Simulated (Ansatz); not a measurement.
# 47Ti nuclear quadrupole resonance in BaTiO3

Cell: a COD entry, ions relaxed with PBE at fixed cell.

```
Ba Ti O
1.0
     2.82767    1.63255    2.31773
    -2.82767    1.63255    2.31773
     0.00000   -3.26511    2.31773
Ba Ti O
1 1 3
Direct
  0.99805 0.99805 0.99805
  0.48636 0.48636 0.48636
  0.51010 0.51010 0.01669
  0.01669 0.51010 0.51010
  0.51010 0.01669 0.51010
```

Sites (sets of like atoms) are named by element and the number of their first atom in this list.

Level of theory: DFT, PBE, plane waves and PAW, with spin–orbit coupling, 420 eV cutoff, Γ-centred 8×8×8 k-points, Fermi–Dirac smearing 0.02 eV (Ansatz 0.2.0).

47Ti: I = 5/2, Q = 302.0 mb (year-2017 value). Static lattice, zero field.

(1) The simulated lines lie at 1.17, 2.34 MHz. What are |C_Q|, η and |V_zz| at Ti?

Results:

(1) For I = 5/2 and η = 0 the lines are 3|C_Q|/20 and twice that; η pulls their ratio below 2. Here |C_Q| = 7.81 MHz, η = 0.00 and |V_zz| = 1.07 × 10²¹ V/m². The calculation gives V_zz positive; the lines don't show the sign. The site has 6 O at 1.88–2.13 Å.

An axis of threefold or higher order runs through Ti, so V_zz lies along it and η is zero.

At this cell the principal stresses reach 5 GPa in size with PBE, which can matter for small gradients.
